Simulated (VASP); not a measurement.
Input of a VASP 6.6.1 run:

File POSCAR:

```
BN
1.0
    0.0000000000      1.8048651813      1.8048651813
    1.8048651813      0.0000000000      1.8048651813
    1.8048651813      1.8048651813      0.0000000000
B N
1 1
Direct
    0.0000000000      0.0000000000      0.0000000000
    0.2500000000      0.2500000000      0.2500000000
```

The input INCAR.step1:

```
SYSTEM = BN
PREC     = Accurate       ! precision mode
ENCUT    = 520            ! plane-wave cutoff, eV
ISMEAR   = 0              ! smearing method
SIGMA    = 0.02           ! smearing width, eV
LREAL    = .False.        ! projectors in reciprocal space
LASPH    = .True.         ! aspherical terms in the spheres
NELM     = 100            ! most SCF steps
NBANDS   = 11             ! bands
GGA      = PE             ! functional
ALGO     = Normal         ! electronic algorithm
EDIFF    = 1E-4           ! SCF threshold, eV
LWAVE    = .True.         ! write WAVECAR
LCHARG   = .False.        ! write CHGCAR
```

INCAR.step2

```
SYSTEM = BN
PREC     = Accurate       ! precision mode
ENCUT    = 520            ! plane-wave cutoff, eV
EDIFF    = 1E-6           ! SCF threshold, eV
ISMEAR   = 0              ! smearing method
SIGMA    = 0.02           ! smearing width, eV
LREAL    = .False.        ! projectors in reciprocal space
LASPH    = .True.         ! aspherical terms in the spheres
NELM     = 100            ! most SCF steps
ALGO     = Normal         ! electronic algorithm
ISIF     = 2              ! what is computed and relaxed
LWAVE    = .False.        ! write WAVECAR
LCHARG   = .False.        ! write CHGCAR
METAGGA  = R2SCAN         ! meta-GGA
LMIXTAU  = .True.       
NBANDS   = 11             ! bands
ISTART   = 1
```

The input KPOINTS:

```
Automatic mesh
0
Gamma
  12 12 12
  0 0 0
```

Potentials or basis: VASP PAW PBE potentials, release 64 (B, N).

Run with:

```bash
$ cat potpaw_PBE.64/B/POTCAR potpaw_PBE.64/N/POTCAR > POTCAR
$ cp INCAR.step1 INCAR
$ mpirun -np 1 vasp_std > vasp.out
$ cp INCAR.step2 INCAR
$ mpirun -np 1 vasp_std > vasp.out
```

(1) What does it give for the pressure?

(2) What does it give for the band gap on the k mesh?

Answers

(1) 1.1 GPa.

(2) 4.98 eV, indirect (least direct gap 9.55 eV).

Caveat: the PAW data sets were made with another functional, which shifts forces and pressure a little.

**What was measured.**

A printed reference work, monograph reports, for a bulk crystal of BN at 300 K: band gap 6.4 eV (indirect).

Measured gap of BN: 6.4 eV (indirect; 300 K; a printed reference work, monograph). This calculation gives 4.98 eV (-1.42 eV). The value is that of r2SCAN on a finite k mesh, which can miss the band edges, without temperature or zero-point motion.
